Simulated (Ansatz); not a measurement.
**TiAl (Pm-3m), a vibration from a frozen displacement**

Level of theory: DFT PBEsol, scalar-relativistic, plane waves, PAW (Ansatz). Settings: plane waves to 420 eV, k-mesh 20×20×20 (Γ-centred), Gaussian smearing 0.15 eV. No spin polarisation. Energies are free energies at this smearing, counted from the undisturbed cell; pressure is positive in compression.

Reference structure (relaxed at this level; it needn't be the usual structure):

```
Ti Al
1.0
     3.15647    0.00000    0.00000
     0.00000    3.15647    0.00000
     0.00000    0.00000    3.15647
Ti Al
1 1
Cartesian
  0.0000 0.0000 0.0000
  1.5782 1.5782 1.5782
```

Every Al atom is moved by x along the Cartesian unit vector (-1.000, 0.000, 0.000); the cell and all other atoms stay fixed. The cell's volume is 31.45 Å³; the moved atoms weigh 26.982 u together and the others 47.867 u. Some rows repeat others by symmetry and weren't run.

```csv
x (Å),ΔE (meV/cell),total force on the moved atoms along the move (eV/Å),pressure (GPa)
-0.1000,33.01,0.6598,0.4350
-0.0875,25.28,0.5775,0.3371
-0.0750,18.58,0.4952,0.2522
-0.0625,12.90,0.4127,0.1803
-0.0500,8.26,0.3303,0.1214
-0.0375,4.65,0.2477,0.0756
-0.0250,2.06,0.1652,0.0429
-0.0125,0.52,0.0826,0.0232
0.0000,0.00,0.0000,0.0167
0.0125,0.52,-0.0826,0.0232
0.0250,2.06,-0.1652,0.0429
0.0375,4.65,-0.2477,0.0756
0.0500,8.26,-0.3303,0.1214
0.0625,12.90,-0.4127,0.1803
0.0750,18.58,-0.4952,0.2522
0.0875,25.28,-0.5775,0.3371
0.1000,33.01,-0.6598,0.4350
```

Problem. What frequency belongs to this motion?

Solution. The force constant is k = −dF/dx = 6.608 eV/Å², from the parabola through x = -0.0125, 0 and 0.0125. In every cell the moved atoms swing against the rest, so the mass is μ = m₁m₂/(m₁ + m₂) = 17.255 u, and ν̃ = 521.5 cm⁻¹ × √(|k|/μ) = 323 cm⁻¹. To first order in x, and within 1 %, the force on every atom lies along the move and, within each of the two groups, in proportion to the atom's mass, so this is itself a mode at the zone centre of this cell.

Problem. How far does the harmonic law reach?

Solution. At x = -0.100 Å, kx²/2 = 33.04 meV against the computed 33.01 meV (-0.1 %): the well is still close to harmonic there.

Problem. The pressure changes with x². What does that say about the frequency under compression?

Solution. With E = k(V)x²/2, k ∝ V^(−2γ) and x scaling with the cell as V^(1/3), P − P0 = −∂E/∂V = (2γ − 2/3) ΔE/V. At x = 0.0250 Å, V(P − P0) = 31.45 × 0.02620 / 160.2 eV = 5.14 meV and ΔE = 2.06 meV, so γ = 1/3 + V(P − P0)/(2ΔE) = 1.58. This is the Grüneisen parameter of the motion under uniform scaling of the cell: shrinking the cell evenly by 1 % in volume raises the frequency by about 1.58 %.

In a metal these slopes depend on the k mesh and the smearing.

The Al sublattice sits in a stiff, nearly parabolic well, with a real frequency of 323 cm⁻¹. Moving Al off the centre of its Ti cube shortens half of the nearest Ti–Al contacts and stretches the other half. The restoring force probably comes from short-range repulsion together with the loss of favourable Ti d–Al p overlap. Inversion symmetry removes the cubic term, so the small departure from the parabola begins at fourth order. Cubic symmetry gives the same harmonic frequency for every direction of the move, and metallic screening prevents the longitudinal–transverse splitting that a polar insulator would show. The positive Grüneisen parameter fits this picture, as compression strengthens both repulsion and overlap and so stiffens the mode. The restoring force doesn't establish that the cubic structure is stable: the familiar ordered phase of TiAl is tetragonal and is reached from this cell by a homogeneous strain, which a displacement of one sublattice against the other in a fixed cell doesn't probe.
